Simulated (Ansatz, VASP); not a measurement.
## GaP: VASP beside Ansatz

```
Ga P
1.0
     0.00000    2.75321    2.72541
     2.72541    0.00000    2.72541
     2.72541    2.75321    0.00000
Ga P
1 1
Direct
  0.00000 0.00000 0.00000
  0.25000 0.25000 0.25000
```

Change from the starting cell: uniaxial_y strain +1.0%.

Alike in both runs: task single point; functional PBE; k mesh 8 × 8 × 8; occupations fermi-dirac, width 0.02 eV; no spin polarisation.

```csv
,VASP,Ansatz
version,VASP 6.6.1,Ansatz 0.2.0
potentials or method,"VASP PAW PBE potentials, release 64 (Ga_d, P)","plane waves, PAW"
plane-wave cutoff (eV),520,420
valence electrons in the cell,18,18
```

|  | VASP | Ansatz | Ansatz less VASP |
| --- | --- | --- | --- |
| gap on the k mesh at the Fermi level (eV) | 1.61 | 1.61 | +0.001 |
| pressure (GPa) | 1.5 | 1.6 | +0.08 |
| largest component of the traceless stress (GPa) | 0.51 | 0.50 | -0.001 |

A k mesh can miss the band edges.
